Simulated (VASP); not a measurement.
A run of VASP 6.6.1 is set up as follows.

Contents of INCAR:

```
SYSTEM = I
PREC = Accurate
ENCUT = 520
EDIFF = 1E-6
ISMEAR = 0
SIGMA = 0.1
LREAL = .FALSE.
LASPH = .TRUE.
NELM = 100
ALGO = Fast
ISIF = 2
LWAVE = .FALSE.
LCHARG = .FALSE.
GGA = PE
NBANDS = 10
```

Contents of KPOINTS:

```
Automatic mesh
0
G
  16 16 16
  0 0 0
```

POSCAR

```
I
1.0
   -1.6123771882      1.5955718203      4.3571410932
    1.6123771882     -1.5955718203      4.3571410932
    1.6123448390      1.5955394712     -4.3571410932
I
1
Direct
    0.0000000000      0.0000000000      0.0000000000
```

Potentials or basis: VASP PAW PBE potentials, release 64 (I).

Run with:

```console
$ cat potpaw_PBE.64/I/POTCAR > POTCAR
$ mpirun -np 1 vasp_std > vasp.out
```

**Question.** What does it give for the pressure?

**Answer.** 0.6 GPa.

**Question.** Predict the band gap on the k mesh.

**Answer.** None (metal or under the smearing width).

Stress tensor (GPa, compression positive):
```
0.53 0.00 0.00
0.00 1.03 0.00
0.00 0.00 0.12
```

Caveat: an odd number of electrons without spin polarisation forces a metal; a magnetic or distorted state may lie lower. Spin-orbit coupling is left out, which matters for the levels of I.
